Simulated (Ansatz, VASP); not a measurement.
Two plane-wave programs on SnSe

File INCAR:

```
SYSTEM = SnSe
ALGO     = Normal         ! electronic algorithm
EDIFF    = 1E-6           ! SCF threshold, eV
ENCUT    = 520            ! plane-wave cutoff, eV
GGA      = CA             ! functional
ISIF     = 2              ! what is computed and relaxed
ISMEAR   = 0              ! smearing method
LASPH    = .TRUE.         ! aspherical terms in the spheres
LCHARG   = .TRUE.         ! write CHGCAR
LELF     = .TRUE.         ! ELF
LREAL    = .FALSE.        ! projectors in reciprocal space
LVHAR    = .TRUE.       
LWAVE    = .FALSE.        ! write WAVECAR
NBANDS   = 17             ! bands
NELM     = 100            ! most SCF steps
PREC     = Accurate       ! precision mode
SIGMA    = 0.05           ! smearing width, eV
```

File KPOINTS:

```
k-points
0
G
  8 8 8
  0 0 0
```

File POSCAR:

```
SnSe
1.0
    0.0000000000      2.9761142478      2.9466477701
    2.9466477701      0.0000000000      2.9466477701
    2.9466477701      2.9761142478      0.0000000000
Sn Se
1 1
Direct
    0.0000000000      0.0000000000      0.0000000000
    0.5000000000      0.5000000000      0.5000000000
```

Input for Ansatz:

```yaml
crystal:
  lattice:
    - [0.0, 2.9761142478, 2.9466477701]
    - [2.9466477701, 0.0, 2.9466477701]
    - [2.9466477701, 2.9761142478, 0.0]
  atoms:
    - { symbol: Sn, position: [0.0, 0.0, 0.0] }
    - { symbol: Se, position: [0.5, 0.5, 0.5] }
basis:
  ecutwfc: 420
kpoints:
  mp_grid: { grid: [8, 8, 8] }
hamiltonian:
  xc: lda
scf:
  occupations: { method: gaussian, width: 0.05 }
output:
  forces: true
  stress: true
  eigenvalues: true
```

Change from the starting cell: strain +0.0100 x Voigt [0, 1, 0, 0, 0, 0], atoms carried along.

Alike in both runs: task single point; functional LDA; k mesh 8 × 8 × 8; occupations gaussian, width 0.05 eV; no spin polarisation.

|  | VASP | Ansatz |
| --- | --- | --- |
| version | VASP 6.6.1 | Ansatz 0.2.0 |
| potentials or method | VASP PAW LDA potentials, release 64 (Sn_d, Se) | scalar-relativistic, plane waves, PAW |
| plane-wave cutoff (eV) | 520 | 420 |
| valence electrons in the cell | 20 | 30 |

```tsv
	VASP	Ansatz	Ansatz less VASP
gap on the k mesh at the Fermi level (eV)	0.76	0.76	-0.001
least direct gap on the mesh (eV)	0.87	0.85	-0.020
pressure (GPa)	-0.5	-0.6	-0.13
largest component of the traceless stress (GPa)	0.91	0.90	-0.008
```

The two sets of potentials don't hold the same shells in valence.

Caveats: spin-orbit coupling is left out, which moves the levels of the heavy elements. A k mesh can miss the band edges.
